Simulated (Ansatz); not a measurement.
The cell comes from COD entry 9008633, which wasn't checked; take it as a given geometry.

Below is the log of a run of Ansatz 0.2.0.

```
Eu: projections on atomic orbitals take those of the free atom [Kr 4d10] 4f7 5s2 5p6 5d0 6s2, of charge +0.00 (hamiltonian.pseudopotentials.projection_atoms); the dataset's partial waves leave at most 1.0e-3 of an orbital's norm unspanned inside its sphere
Eu: output.efg is read without spin–orbit coupling, which moves field gradients at and beside such atoms by some per cent and up to a factor of two; PAW files take it under magnetization.noncollinear and magnetization.spin_orbit
Engine: ansatz 0.2.0
Pseudopotentials: kind: paw
Pseudopotential: Eu, paw, valence charge 17, recommended cutoff 420 eV (normal)
Pseudopotential: O, paw, valence charge 6, recommended cutoff 420 eV (normal)
Functional definition: PBE
  parameter kappa = 0.804
  parameter beta = 0.06672455060314922
  exchange = pbe_x(kappa = kappa, mu = beta*pi^2/3)
  correlation = pbe_c(beta = beta)
Crystal: 2 atoms, lattice volume = 34.027 Å³
Basis set: ecut = 420 eV, 645 PW (Γ), exchange–correlation on 50×50×50 points (8 copies of the dense FFT grid, shifted against one another)
Bands: 19, of which v1, the nominal top of the filled ones, is band 12 counted from 1 (11 counted from 0)
Symmetry: 48 space group operations
Space group: Fm-3m (ITA 225), of the structure as read, at distance tolerance 3.2e-5 Å
Magnetic group: BNS 225.116 (UNI 1618), of the structure as read, at distance tolerance 3.2e-5 Å
k-points: 104 of 2744
Non-local potential: Eu, projectors of the file, l = 0: 3, l = 1: 2, l = 2: 2, l = 3: 3
Non-local potential: O, projectors of the file, l = 0: 2, l = 1: 2, l = 2: 1
PAW form: soft (Blöchl's): semilocal exchange-correlation on the pseudo side does not see the compensation charge
PAW one-centre angular grid: Eu, 590 points (default); XC on 64 Gauss nodes
PAW one-centre angular grid: O, 110 points (default); XC on 64 Gauss nodes
Initial density: superposition of atomic densities (chi_scale 0.1, normalization cell)
Starting moments: Σ|m| = 7 μB on 1 of 2 sites
Initial wavefunctions: pseudopotential atomic-orbital guess
Functional: x = pbe(κ = 0.804, μ = 0.2195149727645171), c = pbe(β = 0.06672455060314922)
SCF iter   1: F=—  HF=-9337.664852 eV  |F-HF|=—  |Δ(HF+E_count)|=         —  Δρ=6.64e-2 (↑6.46e-2 ↓6.64e-2)  dr2=5.90e0  dr2_m=2.42e-1  M=6.816 μB ∫|m|=6.884 μB  β_m=0.30  ethr=3.10e-3  ⟨swp⟩=6.0  Hψ=16448  notcnv=0
Mixer restart at iter 1: flushing history
preconditioner: auto → Kerker (q_TF=auto, 2.556 Å⁻¹)  [metal: Δε(μ)=0.006 eV  Ē_g=13.506 eV  σ=0.030 eV  W_gap=0.05  n_scr=14 (ndim 8)  ℏωp=29.2 eV  f_vac=0.000  D(μ)=5.15/eV (n_scr^D=64)]
spin=Collinear: Kerker preconditioning applied to the charge; magnetization (m = ρ↑ − ρ↓) channel mixes plain (no charge-response kernel on spin).
SCF iter   2: F=—  HF=-9336.725379 eV  |F-HF|=—  |Δ(HF+E_count)|=   9.39e-1  Δρ=3.33e-2 (↑3.33e-2 ↓3.30e-2)  dr2=1.44e0  dr2_m=1.32e-1  M=6.810 μB ∫|m|=6.913 μB  β_m=0.43  ethr=3.10e-3  ⟨swp⟩=2.1  Hψ=8625  notcnv=0  defer=208
SCF iter   3: F=—  HF=-9336.704532 eV  |F-HF|=—  |Δ(HF+E_count)|=   2.08e-2  Δρ=2.03e-2 (↑2.03e-2 ↓1.42e-2)  dr2=1.82e-1  dr2_m=3.51e-2  M=6.831 μB ∫|m|=6.979 μB  β_m=0.71  ethr=3.10e-3  ⟨swp⟩=2.7  Hψ=7793  notcnv=0  defer=207
SCF iter   4: F=—  HF=-9336.957577 eV  |F-HF|=—  |Δ(HF+E_count)|=         —  Δρ=9.79e-3 (↑9.79e-3 ↓4.22e-3)  dr2=5.66e-2  dr2_m=4.72e-3  M=6.928 μB ∫|m|=7.102 μB  β_m=0.71  ethr=7.92e-4  ⟨swp⟩=3.0  Hψ=8211  notcnv=0  defer=207
Mixer restart at iter 4: flushing history
SCF iter   5: F=—  HF=-9336.989609 eV  |F-HF|=—  |Δ(HF+E_count)|=   3.20e-2  Δρ=4.49e-3 (↑4.49e-3 ↓2.45e-3)  dr2=1.70e-2  dr2_m=6.62e-4  M=6.941 μB ∫|m|=7.122 μB  β_m=0.86  ethr=2.46e-4  ⟨swp⟩=3.5  Hψ=8792  notcnv=0  defer=207
SCF iter   6: F=—  HF=-9337.007844 eV  |F-HF|=—  |Δ(HF+E_count)|=   1.82e-2  Δρ=4.51e-3 (↑4.51e-3 ↓1.55e-3)  dr2=1.07e-2  dr2_m=1.23e-3  M=6.969 μB ∫|m|=7.156 μB  β_m=0.78  ethr=7.38e-5  ⟨swp⟩=2.4  Hψ=7587  notcnv=0  defer=207
SCF iter   7: F=—  HF=-9337.011160 eV  |F-HF|=—  |Δ(HF+E_count)|=   3.32e-3  Δρ=1.59e-3 (↑1.59e-3 ↓8.79e-4)  dr2=9.14e-4  dr2_m=1.34e-4  M=6.977 μB ∫|m|=7.166 μB  β_m=0.70  ethr=4.67e-5  ⟨swp⟩=3.1  Hψ=8758  notcnv=0  defer=207
SCF iter   8: F=—  HF=-9337.011294 eV  |F-HF|=—  |Δ(HF+E_count)|=   1.34e-4  Δρ=4.25e-4 (↑4.25e-4 ↓4.22e-4)  dr2=1.97e-4  dr2_m=3.92e-6  M=6.978 μB ∫|m|=7.169 μB  β_m=0.85  ethr=3.97e-6  ⟨swp⟩=2.1  Hψ=6970  notcnv=0  defer=207
SCF iter   9: F=—  HF=-9337.011462 eV  |F-HF|=—  |Δ(HF+E_count)|=   1.67e-4  Δρ=1.45e-4 (↑1.45e-4 ↓9.47e-5)  dr2=1.37e-5  dr2_m=9.50e-7  M=6.978 μB ∫|m|=7.169 μB  β_m=0.92  ethr=8.58e-7  ⟨swp⟩=2.3  Hψ=7079  notcnv=0  defer=205
SCF iter  10: F=—  HF=-9337.009602 eV  |F-HF|=—  |Δ(HF+E_count)|=   1.86e-3  Δρ=5.25e-5 (↑5.25e-5 ↓1.77e-5)  dr2=6.65e-7  dr2_m=2.34e-7  M=6.978 μB ∫|m|=7.170 μB  β_m=0.96  ethr=5.94e-8  ⟨swp⟩=2.1  Hψ=5867  notcnv=0  defer=205
SCF iter  11: F=—  HF=-9337.009603 eV  |F-HF|=—  |Δ(HF+E_count)|=   6.04e-7  Δρ=7.43e-6 (↑7.43e-6 ↓3.15e-6)  dr2=2.26e-8  dr2_m=3.33e-9  M=6.978 μB ∫|m|=7.170 μB  β_m=0.98  ethr=2.89e-9  ⟨swp⟩=2.0  Hψ=6349  notcnv=0  defer=205
SCF iter  12: F=-9337.009603 eV  HF=-9337.009603 eV  |F-HF|=2.19e-8  |Δ(HF+E_count)|=   2.98e-8  Δρ=8.59e-6 (↑8.59e-6 ↓1.44e-6)  dr2=2.37e-8  dr2_m=5.54e-9  M=6.978 μB ∫|m|=7.170 μB  ethr=9.81e-11  ⟨swp⟩=6.3  Hψ=17396  notcnv=0
SCF 1 converged in 12 iterations: F = -9337.009603 eV  dr2 = 2.37e-8
  greatest PAW one-centre occupation: 1.000 electrons in one spin orbital (limit 2), on the Eu atom at site 0 (counted from 0), in its partial waves of l = 0
the search or the solves at the SCF's close seem to have found levels that the self-consistency loop had missed (the run counts 1). By its estimate they hold under 1e-12 electrons; where the run keeps them, the occupations were computed again with them
NSCF: frozen V_eff on 57 k-points
SCF converged after 12 iterations
Magnetization: 6.9778 μB (14.9889 up, 8.0111 down)
Absolute magnetization: 7.1701 μB (∫|ρ↑−ρ↓|, with the PAW one-centre terms)
Spin contamination: 0.0148 ħ² per cell (⟨S²⟩ above its minimum at these occupations)
Per-site moments (μB) at R_I (Å): [(6.619889805733996, 1.0609293750000002), (-0.07968156450555108, 1.0609293750000002)]
Free energy (F): -9337.009603 eV
Harris-Foulkes:  -9337.009603 eV  (|F-HF|=2.19e-8)
Internal energy: -9337.006113 eV  (E = F + TS)
E sigma→0 (E₀):  -9337.007858 eV
Entropy (-TS):   -0.003490 eV (-1.745 meV/atom)
Fermi energy:    14.061944 eV
--- Per-component energies (eV) ---
  E_band       = 62.350908
  E_kinetic    = 530.798466
  E_local      = -1948.777817  (includes V_loc(G=0)·N_el)
  E_nonlocal   = 514.409510
  E_hartree    = 759.746709
  E_xc         = -254.441118
  E_vxc        = -301.483089  (∫ρ·V_xc dr)
  E_paw        = -6541.949345  (= ΣΔE_a)
  E_vpaw       = -252.099156  (= ΣTr[D̂ρ^β])
  E_aug_tail   = 0.002401  (compensation charges beyond the density's cutoff)
  E_ewald      = -2396.794917
  E_smearing   = -0.003490  (= −TS)
  E_closure    = -0.000000  (closes the sum)
  Σ components = -9337.009603   (vs F -9337.009603, Δ=0.00e0)
--- Forces (eV/Å), atoms counted from 1 ---
  atom   1  Eu    -0.00000000     0.00000000     0.00000000
  atom   2  O      0.00000000    -0.00000000     0.00000000
  max |Σ_I F_I| component: 2.48e-29 eV/Å
--- Stress (GPa, compression-positive) ---
       -4.123114      -0.000000      -0.000000
        0.000000      -4.123114      -0.000000
       -0.000000      -0.000000      -4.123114
  P = ⅓ Tr σ = -4.1231 GPa (-41.231 kbar)
--- PAW observables at the nuclei: V_zz in 10²¹ V/m², potentials from the cell's mean, atoms counted from 1 ---
  atom   1  Eu V_zz =    +0.000000   η = 0.0000   by run symmetry: forbidden
            electrostatic potential = -11500.399624 V   contact ρ = 3677759.234056 e/Å³   contact ρ_s (e/Å³): all electrons +6.210795, valence +65.163490
  atom   2  O  V_zz =    -0.000000   η = 0.0000   by run symmetry: forbidden
            electrostatic potential = -629.080128 V   contact ρ = 2157.823232 e/Å³   contact ρ_s (e/Å³): all electrons -0.258002, valence -0.409558
--- Band table (eV; the first three rows and the last of 208) ---
  k-point 0 ↑: bands = ["-27.4182", "-5.8161", "-5.8161", "-5.8161", "-4.6497", "10.2113", "10.2113", "10.2113", "13.4020", "13.6862", "13.8082", "13.8082", "13.8082", "14.1108", "14.1108", "14.1108", "15.7125", "15.7125", "15.7125"]
  k-point 1 ↑: bands = ["-27.4137", "-5.9856", "-5.8205", "-5.8205", "-4.4920", "10.0354", "10.1520", "10.1520", "13.3957", "13.7871", "13.7871", "13.8086", "13.8815", "14.0756", "14.0756", "14.1459", "15.7244", "15.8355", "15.8355"]
  k-point 2 ↑: bands = ["-27.4010", "-6.3346", "-5.8329", "-5.8329", "-4.1761", "9.6218", "9.9916", "9.9916", "13.3833", "13.7367", "13.7367", "13.8098", "13.9242", "13.9963", "13.9963", "14.7067", "15.7675", "16.1763", "16.1763"]
  k-point 103 ↓: bands = ["-24.2238", "-5.3967", "-4.2926", "-4.1446", "-2.9254", "9.2798", "10.1585", "10.1592", "15.8415", "16.9383", "18.2526", "18.2838", "18.3750", "18.4504", "18.4775", "18.7886", "19.0121", "19.3463", "22.2075"]
--- Löwdin populations: 2 sites ---
  site symbol       q [e]    m [muB]
     0     Eu     16.4331     7.0716
     1      O      6.5338    -0.1020
  spilling = 0.001441 (of n_electrons = 23.000000)
--- Bader charges: 2 sites ---
  site symbol  charge [e]  shift [e]    m [muB]
     0     Eu      1.4408     0.0000     6.9371
     1      O     -1.4408     0.0000     0.0407
  estimated error of the sums over rays = 2.3e-4 e
```

The cell and starting positions:

```
CELL_PARAMETERS angstrom
0.00000 2.57195 2.57195
2.57195 0.00000 2.57195
2.57195 2.57195 0.00000
ATOMIC_POSITIONS crystal
Eu 0.00000 0.00000 0.00000
O 0.50000 0.50000 0.50000
```

Parts of the input that the log doesn't repeat:

```yaml
  band_path:
    path:
      - [0.0, 0.0, 0.0]
      - [0.5, 0.0, 0.5]
      - [0.625, 0.25, 0.625]
      - [0.375, 0.375, 0.75]
      - [0.0, 0.0, 0.0]
      - [0.5, 0.5, 0.5]
      - [0.5, 0.25, 0.75]
      - [0.5, 0.0, 0.5]
    npoints: 8
output:
  forces: true
  stress: true
  eigenvalues: true
  efg: { contact_densities: true }
  populations: true
  bader: true
  dos: { projected: true, de: 0.2, e_range: [-14, 8] }
```

Task: Write the input that produced this log.

Result: 
```yaml
crystal:
  lattice:
    - [0.0, 2.57195, 2.57195]
    - [2.57195, 0.0, 2.57195]
    - [2.57195, 2.57195, 0.0]
  atoms:
    - { symbol: Eu, position: [0.0, 0.0, 0.0], spin: 7.0 }
    - { symbol: O, position: [0.5, 0.5, 0.5] }
magnetization:
  spin_polarized: true
kpoints:
  mp_grid: { grid: [14, 14, 14] }
  band_path:
    path:
      - [0.0, 0.0, 0.0]
      - [0.5, 0.0, 0.5]
      - [0.625, 0.25, 0.625]
      - [0.375, 0.375, 0.75]
      - [0.0, 0.0, 0.0]
      - [0.5, 0.5, 0.5]
      - [0.5, 0.25, 0.75]
      - [0.5, 0.0, 0.5]
    npoints: 8
scf:
  occupations: { method: fermi_dirac, width: 0.03 }
hamiltonian:
  xc: pbe
  pseudopotentials: { kind: paw }
output:
  forces: true
  stress: true
  eigenvalues: true
  efg: { contact_densities: true }
  populations: true
  bader: true
  dos: { projected: true, de: 0.2, e_range: [-14, 8] }
```
This is the input that was run; digits and keys that the log doesn't show could differ in an equivalent one.
